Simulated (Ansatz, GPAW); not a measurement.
Given: the input of a run of Ansatz 0.2.0 on CdS (Greenockite). 

The input input.yaml:

```yaml
crystal:
  lattice:
    - [4.15, 0.0, 0.0]
    - [-2.075, 3.5940054257, 0.0]
    - [0.0, 0.0, 6.737]
  atoms:
    - { symbol: Cd, position: [0.6666666667, 0.3333333333, 0.5] }
    - { symbol: Cd, position: [0.3333333333, 0.6666666667, 0.0] }
    - { symbol: S, position: [0.6666666667, 0.3333333333, 0.875] }
    - { symbol: S, position: [0.3333333333, 0.6666666667, 0.375] }
hamiltonian:
  xc: pbe
  pseudopotentials: { kind: paw }
kpoints:
  mp_grid: { grid: [7, 7, 4] }
scf:
  occupations: { method: gaussian, width: 0.017 }
output:
  forces: true
  stress: true
  eigenvalues: true
  write_density: true
  write_potential: true
  elf: true
  volumetric_format: npy
```

Potentials or basis: Ansatz PAW.

Command:

```console
$ ansatz run input.yaml --threads 2 --pin off --max-ram 5632MiB --backend cpu --events-out ev --progress --plain --runs-dir out
```

Set up the same calculation for GPAW 26.7.0 (ASE script). Potentials or basis there: GPAW PAW data sets (gpaw-data 1.2.1), cutoff 600 eV.

As run (cutoffs and basis follow the program's own potentials, and thresholds, step limits or extra output files can differ):

Contents of run.py:

```python
from ase import Atoms
from ase.dft.bandgap import bandgap
from ase.io import write
from ase.units import GPa
from gpaw import GPAW, PW

atoms = Atoms(['Cd', 'Cd', 'S', 'S'],
              cell=[[4.15, 0.0, 0.0],
                    [-2.075, 3.5940054257, 0.0],
                    [0.0, 0.0, 6.737]],
              scaled_positions=[[0.6666666667, 0.3333333333, 0.5],
                                [0.3333333333, 0.6666666667, 0.0],
                                [0.6666666667, 0.3333333333, 0.875],
                                [0.3333333333, 0.6666666667, 0.375]],
              pbc=True)

calc = GPAW(mode=PW(600),
            xc='PBE',
            kpts={'size': (7, 7, 4), 'gamma': True},
            occupations={'name': 'methfessel-paxton', 'order': 0, 'width': 0.017},
            nbands=31,
            convergence={'density': 1e-05, 'energy': 1e-05},
            maxiter=150,
            txt='gpaw.txt')
atoms.calc = calc
energy = atoms.get_potential_energy()
forces = atoms.get_forces()
stress = atoms.get_stress()
calc.write('gs.gpw')
write('result.traj', atoms)
print(f'Energy: {energy:.6f} eV')
print('Forces (eV/A):')
print(forces.round(4))
print('Stress (GPa):', (stress / GPa).round(3))
print('Fermi level:', round(calc.get_fermi_level(), 4), 'eV')
print(f'Gap: {bandgap(calc)[0]:.4f} eV, direct: {bandgap(calc, direct=True)[0]:.4f} eV')
```

Potentials or basis: GPAW PAW data sets (gpaw-data 1.2.1), pw.

Run with:

```bash
$ OMP_NUM_THREADS=1 python run.py
```

Both were run:

|  | Ansatz | GPAW |
| --- | --- | --- |
| Pressure | 2.1 GPa | 1.8 GPa |
| Largest force | 0.068 eV/Å | 0.067 eV/Å |

Ansatz's pressure holds a Pulay term of +0.04 GPa for its cutoff of 420 eV, which the other run lacks.

The potentials hold 52 and 36 valence electrons a cell.

Where Ansatz's input types no cutoff or centring, it takes its own default and a Γ-centred mesh.

Pressure is positive in compression.
